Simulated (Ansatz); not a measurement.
Relaxed-ion elastic tensor of GeO2 (rutile, P4_2/mnm) in GPa (Voigt order), DFT-PBE in the program Ansatz with PAW potentials; density 5.94 g/cm³, 9.75 Å³ per atom.

```
259  140  151  0.0  0.0  0.0
140  259  151  0.0  0.0  0.0
151  151  501  0.0  0.0  0.0
0.0  0.0  0.0  130  0.0  0.0
0.0  0.0  0.0  0.0  130  0.0
0.0  0.0  0.0  0.0  0.0  223
```

Question: Is the crystal mechanically stable?

Answer: Yes: the smallest eigenvalue of C is 118 GPa.

Question: Work out the Voigt, Reuss and Hill averages.

Answer: K_V = 212, K_R = 194, K_H = 203; G_V = 135, G_R = 111, G_H = 123 GPa.

Question: Give Young's modulus, Poisson's ratio, Pugh's ratio and the universal anisotropy index.

Answer: E = 9KG/(3K + G) = 307 GPa; ν = 0.25; K/G = 1.65 (brittle by the Pugh limit of 1.75); A_U = 5G_V/G_R + K_V/K_R − 6 = 1.17.

Question: Estimate the sound speeds and the Debye temperature.

Answer: v_l = √((K + 4G/3)/ρ) = 7860 m/s, v_t = √(G/ρ) = 4550 m/s, mean 5050 m/s; Θ = (h/k)(3n/4πV)^(1/3) v_m = 704 K.

Question: Solve the Christoffel equation for the three sound speeds along x, y, z.

Answer: Eigenvalues of C_ijkl n_j n_l equal ρv². In km/s, slowest first: x 4.68, 6.13, 6.60; y 4.68, 6.13, 6.60; z 4.68, 4.68, 9.19.

Question: How much does each axis shrink under pressure?

Answer: Linear compressibilities β_i = Σ_j S_ij (j = 1 to 3): x 2.3, y 2.3, z 0.62 per TPa.

Symmetry was held in the PBE relaxation; phonons on a q-mesh show no instability.

Potentials: the later of the program's two PAW sets.
